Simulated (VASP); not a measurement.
Here is a VASP 6.6.1 calculation.

File INCAR:

```
PREC     = Accurate       # precision mode
ENCUT    = 520            # plane-wave cutoff, eV
EDIFF    = 1E-8           # SCF threshold, eV
ISMEAR   = 0              # smearing method
SIGMA    = 0.03           # smearing width, eV
LREAL    = F              # projectors in reciprocal space
LASPH    = T              # aspherical terms in the spheres
NELM     = 80             # most SCF steps
ALGO     = Normal         # electronic algorithm
ISIF     = 2              # what is computed and relaxed
LWAVE    = F              # write WAVECAR
LCHARG   = F              # write CHGCAR
GGA      = PE             # functional
LEPSILON = T              # dielectric tensor by DFPT
```

KPOINTS

```
Automatic mesh
0
Monkhorst-Pack
  18 18 18
```

Contents of POSCAR:

```
LiH                                     
1.0
    0.0000000000      1.9860246740      1.9860246740
    1.9860246740      0.0000000000      1.9860246740
    1.9860246740      1.9860246740      0.0000000000
  Li              H             
     1     1
Direct
     0.0000000000000000    0.0000000000000000    0.0000000000000000
     0.5000000000000000    0.5000000000000000    0.5000000000000000
```

Potentials or basis: VASP PAW PBE potentials, release 64 (Li_sv, H).

Command:

```console
$ cat potpaw_PBE.64/Li_sv/POTCAR potpaw_PBE.64/H/POTCAR > POTCAR
$ mpirun -np 1 vasp_std > vasp.out
```

(1) What does it give for the electronic dielectric tensor (diagonal)?

(2) Predict the Born charges (mean of the diagonal).

## Answers

(1) 4.44.

(2) Li +1.02; H -1.02 e.
